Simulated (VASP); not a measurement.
# SnS2 in VASP: further runs, part 2 of 2

VASP 6.6.1.

**4. Relaxation of cell and atoms, PBE**

INCAR

```
PREC     = Accurate       # precision mode
ENCUT    = 600            # plane-wave cutoff, eV
EDIFF    = 1E-6           # SCF threshold, eV
ISMEAR   = 0              # smearing method
SIGMA    = 0.03           # smearing width, eV
LREAL    = F              # projectors in reciprocal space
LASPH    = T              # aspherical terms in the spheres
NELM     = 80             # most SCF steps
ALGO     = Normal         # electronic algorithm
ISIF     = 3              # what is computed and relaxed
LWAVE    = F              # write WAVECAR
LCHARG   = F              # write CHGCAR
GGA      = PE             # functional
IBRION   = 2              # ionic algorithm
NSW      = 90             # ionic steps
EDIFFG   = -0.01          # ionic threshold
LATTICE_CONSTRAINTS= .TRUE. .TRUE. .FALSE.
```

KPOINTS

```
Automatic mesh
0
Gamma
  12 12 1
```

POSCAR

```
SnS2
1.0
    3.6390000000      0.0000000000      0.0000000000
   -1.8195000000      3.1514664400      0.0000000000
    0.0000000000      0.0000000000     20.9340000000
S Sn
2 1
Direct
    0.6666666700      0.3333333300      0.4299226100
    0.3333333300      0.6666666700      0.5700773900
    0.0000000000      0.0000000000      0.5000000000
```

Potentials or basis: VASP PAW PBE potentials, release 64 (S, Sn_d).

Started as:

```
$ cat potpaw_PBE.64/S/POTCAR potpaw_PBE.64/Sn_d/POTCAR > POTCAR
$ mpirun -np 1 vasp_std > vasp.out
```

OUTCAR:

```text
PREC = Accurate
   ENCUT = 600
   EDIFF = 1E-6
   ISMEAR = 0
   LREAL = F
   LASPH = T
   NELM = 80
   ISIF = 3
   GGA = PE
   IBRION = 2
   NSW = 90
   EDIFFG = -0.01

 ion  position               nearest neighbor table
   1  0.667  0.333  0.430-   3 2.56   3 2.56   3 2.56
   2  0.333  0.667  0.570-   3 2.56   3 2.56   3 2.56
   3  0.000  0.000  0.500-   1 2.56   2 2.56   2 2.56   1 2.56   1 2.56   2 2.56

  LATTYP: Found a hexagonal cell.
 ALAT       =     3.6390000000
 C/A-ratio  =     5.7526793075

  Lattice vectors:

 A1 = (   3.6390000000,   0.0000000000,   0.0000000000)
 A2 = (  -1.8195000000,   3.1514664400,   0.0000000000)
 A3 = (   0.0000000000,   0.0000000000,  20.9340000000)

Analysis of symmetry for initial positions (statically):
=====================================================================
 Subroutine PRICEL returns:
 Original cell was already a primitive cell.

 Routine SETGRP: Setting up the symmetry group for a
 hexagonal supercell.

 Subroutine GETGRP returns: Found 12 space group operations
 (whereof 12 operations were pure point group operations)
 out of a pool of 24 trial point group operations.

The static configuration has the point symmetry D_3d.

Analysis of symmetry for dynamics (positions and initial velocities):
=====================================================================
 Subroutine PRICEL returns:
 Original cell was already a primitive cell.

 Routine SETGRP: Setting up the symmetry group for a
 hexagonal supercell.

 Subroutine GETGRP returns: Found 12 space group operations
 (whereof 12 operations were pure point group operations)
 out of a pool of 24 trial point group operations.

The dynamic configuration has the point symmetry D_3d.

 Subroutine INISYM returns: Found 12 space group operations
 (whereof 12 operations are pure point group operations),
 and found     1 'primitive' translations

----------------------------------------------------------------------------------------

                                     Primitive cell

  volume of cell :     240.0750

  direct lattice vectors                    reciprocal lattice vectors
     3.639000000  0.000000000  0.000000000     0.274800769  0.158656298  0.000000000
    -1.819500000  3.151466440  0.000000000     0.000000000  0.317312597  0.000000000
     0.000000000  0.000000000 20.934000000     0.000000000  0.000000000  0.047769179

  length of vectors
     3.639000000  3.638999996 20.934000000     0.317312597  0.317312597  0.047769179

  position of ions in fractional coordinates (direct lattice)
     0.666666670  0.333333330  0.429922610
     0.333333330  0.666666670  0.570077390
     0.000000000  0.000000000  0.500000000

  ion indices of the primitive-cell ions
   primitive index   ion index
                 1           1
                 2           2
                 3           3

----------------------------------------------------------------------------------------

 KPOINTS: Automatic mesh

Automatic generation of k-mesh.
 Grid dimensions read from file:
 generate k-points for:   12   12    1

 Generating k-lattice:

  Cartesian coordinates                     Fractional coordinates (reciprocal lattice)
     0.022900064  0.013221358  0.000000000     0.083333333  0.000000000  0.000000000
     0.000000000  0.026442716  0.000000000     0.000000000  0.083333333  0.000000000
     0.000000000  0.000000000  0.047769179     0.000000000  0.000000000  1.000000000

  Length of vectors
     0.026442716  0.026442716  0.047769179

  Shift w.r.t. Gamma in fractional coordinates (k-lattice)
     0.000000000  0.000000000  0.000000000

 Subroutine IBZKPT returns following result:
 ===========================================

 Found     19 irreducible k-points:

 Following reciprocal coordinates:
            Coordinates               Weight
  0.000000  0.000000  0.000000      1.000000
  0.083333  0.000000  0.000000      6.000000
  0.166667  0.000000  0.000000      6.000000
  0.250000  0.000000  0.000000      6.000000
  0.333333  0.000000  0.000000      6.000000
  0.416667  0.000000  0.000000      6.000000
[... 11 lines left out ...]
  0.333333  0.250000  0.000000     12.000000
  0.333333  0.333333  0.000000      2.000000
   k-points           NKPTS =     19   k-points in BZ     NKDIM =     19   number of bands    NBANDS=     17
   number of dos      NEDOS =    301   number of ions     NIONS =      3
   total plane-waves  NPLWV = 151200
   dimension x,y,z NGX =    30 NGY =   30 NGZ =  168
   dimension x,y,z NGXF=    60 NGYF=   60 NGZF=  336
   ions per type =               2   1
   NGX,Y,Z   is equivalent  to a cutoff of  13.71, 13.71, 13.34 a.u.
   NGXF,Y,Z  is equivalent  to a cutoff of  27.41, 27.41, 26.68 a.u.
 SYSTEM =  unknown system
   PREC   = accura    normal or accurate (medium, high low for compatibility)
   ISTART =      0    job   : 0-new  1-cont  2-samecut
   ICHARG =      2    charge: 1-file 2-atom 10-const
   ISPIN  =      1    spin polarized calculation?
   LNONCOLLINEAR =      F non collinear calculations
   LSORBIT =      F    spin-orbit coupling
   LASPH  =      T    aspherical Exc in radial PAW
   ENCUT  =  600.0 eV  44.10 Ry    6.64 a.u.   7.27  7.27 41.81*2*pi/ulx,y,z
   NELM   =     80;   NELMIN=  2; NELMDL= -5     # of ELM steps
   EDIFF  = 0.1E-05   stopping-criterion for ELM
   LREAL  =      F    real-space projection
   EDIFFG = -.1E-01   stopping-criterion for IOM
   NSW    =     90    number of steps for IOM
   IBRION =      2    ionic relax: 0-MD 1-quasi-New 2-CG
   NFREE  =      1    steps in history (QN), initial steepest desc. (CG)
   ISIF   =      3    stress and relaxation
   ISYM   =      2    0-nonsym 1-usesym 2-fastsym
   POTIM  = 0.5000    time-step for ionic-motion
   TEBEG  =    0.0;   TEEND  =   0.0 temperature during run
   PSTRESS=    0.0 pullay stress
   NELECT =      26.0000    total number of electrons
   NUPDOWN=      -1.0000    fix difference up-down
   EMIN   =  10.00;   EMAX   =-10.00  energy-range for DOS
   EFERMI =   0.00;   METHOD = LEGACY
   ISMEAR =     0;   SIGMA  =   0.03  broadening in eV -4-tet -1-fermi 0-gaus
   EFERMI_NEDOS =   21; number of points for ismear=-14 and -15
   IALGO  =     38    algorithm
   IMIX   =      4    mixing-type and parameters
     AMIX     =   0.40;   BMIX     =  1.00
     AMIX_MAG =   1.60;   BMIX_MAG =  1.00
  volume/ion in A,a.u.               =      80.03       540.04
  Fermi-wavevector in a.u.,A,eV,Ry     =   0.780340  1.474628  8.284993  0.608930
  Thomas-Fermi vector in A             =   1.883630
   LORBIT       =      0    0 simple, 1 ext, 2 COOP (PROOUT), +10 PAW based schemes
   GGA     = PE    functional components
   LHFCALC =     F    Hartree Fock is set to
   AEXX    =    0.0000 exact exchange contribution
   IVDW    =     0    specifies the selected vdW correction
   LEPSILON=     F    determine dielectric tensor
   LRPA    =     F    only Hartree local field effects (RPA)
 conjugate gradient relaxation of ions
 non-spin polarized calculation
 Gauss-broadening in eV      SIGMA  =   0.03
  energy-cutoff  :      600.00
  volume of cell :      240.08
 maximum number of plane-waves:      8057
 NGX is ok and might be reduce to    30
   NGX = 15   NGY = 15   NGZ = 83

--------------------------------------- Ionic step        1  -------------------------------------------

 number of electron      25.9999997 magnetization

 Free energy of the ion-electron system (eV)
  ---------------------------------------------------
  ext. energy  EPLUGINS =         0.00000000
  ---------------------------------------------------
  free energy    TOTEN  =       -13.18443169 eV

  energy without entropy =      -13.18443169  energy(sigma->0) =      -13.18443169

------------------------ aborting loop because EDIFF is reached ----------------------------------------

  FORCE on cell =-STRESS in cart. coord.  units (eV):
  Direction    XX          YY          ZZ          XY          YZ          ZX
  --------------------------------------------------------------------------------------
  -------------------------------------------------------------------------------------
  Total        1.5611550      1.5611550      1.0498038      0.0000000      0.0000000      0.0000000
  in kB       10.4186068     10.4186068      7.0060264      0.0000000      0.0000000      0.0000000
  external PRESSURE =       9.2810800 kB  Pullay stress =       0.0000000 kB
[... 59 lines left out ...]
  energy  without entropy=      -13.2065485238  energy(sigma->0) =      -13.20654852

--------------------------------------- Ionic step        3  -------------------------------------------

 number of electron      26.0000000 magnetization

 Free energy of the ion-electron system (eV)
  ---------------------------------------------------
  ext. energy  EPLUGINS =         0.00000000
  ---------------------------------------------------
  free energy    TOTEN  =       -13.21365766 eV

  energy without entropy =      -13.21365766  energy(sigma->0) =      -13.21365766

 E-fermi :  -3.5131     XC(G=0):  -3.1473

 val. band max:       -3.7157410076   @ k =   0.1667   0.0000   0.0000
 cond. band min:      -2.1421317867   @ k =   0.5000   0.0000   0.0000
 fundamental gap:      1.5736092210
 Fermi energy:        -3.5131274296

 k-point     1 :       0.0000    0.0000    0.0000
  band No.  band energies     occupation
      1     -24.4486      2.00000
      2     -24.4486      2.00000
      3     -24.4137      2.00000
      4     -24.3899      2.00000
      5     -24.3899      2.00000
      6     -16.9641      2.00000
[... 9 lines left out ...]
     16       1.7021      0.00000
     17       1.7021      0.00000
[... 388 lines left out ...]
  FREE ENERGIE OF THE ION-ELECTRON SYSTEM (eV)
  ---------------------------------------------------
  free  energy   TOTEN  =       -13.2136576644 eV

  energy  without entropy=      -13.2136576644  energy(sigma->0) =      -13.21365766

 reached required accuracy - stopping structural energy minimisation
```

It took 2.9 min on 1 thread of AMD EPYC 9R45 (Zen 5), shared host; peak memory 0.43 GiB.

What came out:

```yaml
Free_energy: -13.2137 eV
Relaxed_volume: 82.70 Å³/atom
Relaxed_cell: a = 3.699 Å, b = 3.699 Å, c = 20.934 Å, α = 90.00°, β = 90.00°, γ = 120.00°
Space_group_after_relaxing_to_0.05_Å: P-3m1 (No. 164)
Energy_gained_by_relaxing: 9.7 meV/atom
Ionic_steps: 3
Band_gap_on_the_k_mesh: 1.57 eV, indirect (least direct gap 1.81 eV)
```

Step by step:
| step | energy change (eV) | largest force (eV/Å) | pressure (GPa) | volume (Å³) |
| --- | --- | --- | --- | --- |
| 1 | 0.0000 | 0.3602 | 0.93 | 240.08 |
| 2 | -0.0221 | 0.1618 | -0.41 | 252.28 |
| 3 | -0.0292 | 0.0014 | 0.00 | 248.10 |

Final structure:
```
S Sn
1.0
     3.69933    0.00000    0.00000
    -1.84966    3.20371    0.00000
     0.00000    0.00000   20.93400
S Sn
2 1
Direct
  0.66667 0.33333 0.42937
  0.33333 0.66667 0.57063
  0.00000 0.00000 0.50000
```

Levels at points of the mesh, in eV from the valence-band top:
| k point | band 11 | band 12 | band 13 | band 14 | band 15 | band 16 |
| --- | --- | --- | --- | --- | --- | --- |
| (0.00, 0.00, 0.00) | -0.47 | -0.10 | -0.10 | 2.34 | 3.81 | 5.42 |
| (0.50, 0.00, 0.00) | -1.93 | -0.44 | -0.23 | 1.57 | 4.80 | 6.42 |

Caveat: spin-orbit coupling is left out, which moves the levels of the heavy elements. Zero-point motion and thermal expansion aren't in these numbers.

**5. Relaxation of cell and atoms, PBE**

This run uses another cell than the first one, of 82.70 Å³/atom, 1.033 times its volume.

INCAR, as its differences from that of step 4:

```diff
@@ -2,3 +2,3 @@
 ENCUT    = 600            # plane-wave cutoff, eV
-EDIFF    = 1E-6           # SCF threshold, eV
+EDIFF    = 1E-7           # SCF threshold, eV
 ISMEAR   = 0              # smearing method
@@ -15,3 +15,3 @@
 NSW      = 90             # ionic steps
-EDIFFG   = -0.01          # ionic threshold
+EDIFFG   = -0.005         # ionic threshold
 LATTICE_CONSTRAINTS= .TRUE. .TRUE. .FALSE.
```

KPOINTS is that of step 4.

POSCAR

```
SnS2                                    
1.0
    3.6993278905      0.0000000000      0.0000000000
   -1.8496639453      3.2037119255      0.0000000000
    0.0000000000      0.0000000000     20.9340000000
  S               Sn            
     2     1
Direct
     0.6666666699999979    0.3333333300000021    0.4293744773899700
     0.3333333300000021    0.6666666699999979    0.5706255226100300
     0.0000000000000000    1.0000000000000000    0.5000000000000000
```

Started as:

```
$ cat potpaw_PBE.64/S/POTCAR potpaw_PBE.64/Sn_d/POTCAR > POTCAR
$ mpirun -np 1 vasp_std > vasp.out
```

It took 92 s on 1 thread of AMD EPYC 9R45 (Zen 5), shared host; peak memory 0.39 GiB.

Results (log left out):

| Quantity | Value |
| --- | --- |
| Free energy | -13.2139 eV |
| Band gap on the k mesh | 1.57 eV, indirect (least direct gap 1.81 eV) |

Final structure:
```
S Sn
1.0
     3.69933    0.00000    0.00000
    -1.84966    3.20371    0.00000
     0.00000    0.00000   20.93400
S Sn
2 1
Cartesian
  1.8497 1.0679 8.9885
  0.0000 2.1358 11.9455
  0.0000 0.0000 10.4670
```

Levels at points of the mesh, in eV from the valence-band top:
| k point | band 11 | band 12 | band 13 | band 14 | band 15 | band 16 |
| --- | --- | --- | --- | --- | --- | --- |
| (0.00, 0.00, 0.00) | -0.47 | -0.10 | -0.10 | 2.34 | 3.81 | 5.42 |
| (0.50, 0.00, 0.00) | -1.93 | -0.44 | -0.23 | 1.57 | 4.80 | 6.42 |

Caveat: the relaxation stopped at its first step, so nothing moved; spin-orbit coupling is left out, which moves the levels of the heavy elements.

**6. Relaxation of cell and atoms, PBEsol**

INCAR

```
PREC = Accurate
ENCUT = 600
EDIFF = 1E-6
ISMEAR = 0
SIGMA = 0.03
LREAL = F
LASPH = T
NELM = 80
ALGO = Normal
ISIF = 3
LWAVE = F
LCHARG = F
GGA = PS
IBRION = 2
NSW = 90
EDIFFG = -0.01
LATTICE_CONSTRAINTS = .TRUE. .TRUE. .FALSE.
```

KPOINTS

```
regular mesh
0
Gamma
  12 12 1
```

POSCAR

```
SnS2
1.0
    3.6390000000      0.0000000000      0.0000000000
   -1.8195000000      3.1514664400      0.0000000000
    0.0000000000      0.0000000000     20.9340000000
S Sn
2 1
Direct
    0.6666666700      0.3333333300      0.4299226100
    0.3333333300      0.6666666700      0.5700773900
    0.0000000000      0.0000000000      0.5000000000
```

Potentials or basis: VASP PAW PBE potentials, release 64 (S, Sn_d).

Started as:

```
$ cat potpaw_PBE.64/S/POTCAR potpaw_PBE.64/Sn_d/POTCAR > POTCAR
$ mpirun -np 1 vasp_std > vasp.out
```

Run time: 2.9 min. Hardware: 1 thread of AMD EPYC 9R45 (Zen 5), shared host; peak memory 0.44 GiB.

The run converged. Its results:

| Property | Result |
| --- | --- |
| Free energy | -14.2427 eV |
| Relaxed volume | 80.29 Å³/atom |
| Relaxed cell | a = 3.645 Å, b = 3.645 Å, c = 20.934 Å, α = 90.00°, β = 90.00°, γ = 120.00° |
| Space group after relaxing (to 0.05 Å) | P-3m1 (No. 164) |
| Energy gained by relaxing | 0.4 meV/atom |
| Ionic steps | 6 |
| Band gap on the k mesh | 1.54 eV, indirect (least direct gap 1.80 eV) |

The path:
| step | energy change (eV) | largest force (eV/Å) | pressure (GPa) | volume (Å³) |
| --- | --- | --- | --- | --- |
| 1 | 0.0000 | 0.1085 | 0.18 | 240.08 |
| 2 | -0.0008 | 0.0084 | -0.08 | 242.01 |
| 3 | -0.0011 | 0.0290 | 0.00 | 241.38 |
| 4 | -0.0011 | 0.0276 | 0.00 | 241.41 |
| 5 | -0.0012 | 0.0169 | 0.00 | 241.21 |
| 6 | -0.0012 | 0.0011 | 0.00 | 240.87 |

Final structure:
```yaml
crystal:
  lattice:
    - [3.64501, 0.00000, 0.00000]
    - [-1.82250, 3.15667, 0.00000]
    - [0.00000, 0.00000, 20.93400]
  atoms:
    - { symbol: S, position: [0.66667, 0.33333, 0.42956] }
    - { symbol: S, position: [0.33333, 0.66667, 0.57044] }
    - { symbol: Sn, position: [0.00000, 0.00000, 0.50000] }
```

Levels at points of the mesh, in eV from the valence-band top:
```csv
k point,band 11,band 12,band 13,band 14,band 15,band 16
"(0.00, 0.00, 0.00)",-0.48,-0.09,-0.09,2.49,3.76,5.43
"(0.50, 0.00, 0.00)",-2.10,-0.54,-0.27,1.54,4.71,6.21
```

Caveat: the PAW data sets were made with another functional, which shifts forces and pressure a little; spin-orbit coupling is left out, which moves the levels of the heavy elements.

**7. The runs side by side**

```csv
level,potentials or basis,gap on the mesh (eV)
LDA,"VASP PAW LDA potentials, release 64 (S, Sn_d)",1.48
PBE,"VASP PAW PBE potentials, release 64 (S, Sn_d)",1.57
PBEsol,"VASP PAW PBE potentials, release 64 (S, Sn_d)",1.54
```

Alike in all rows: task relaxation of cell and atoms; no spin polarisation; cell relaxed; k mesh 12 × 12 × 1; cutoff (eV) 600; smearing gaussian 0.03 eV.

Caveats: spin-orbit coupling is left out, which moves the levels of the heavy elements; the relaxation stopped at its first step, so nothing moved (some runs); the PAW data sets were made with another functional, which shifts forces and pressure a little (some runs).

Absolute energies hang on the potentials; compare differences alone.
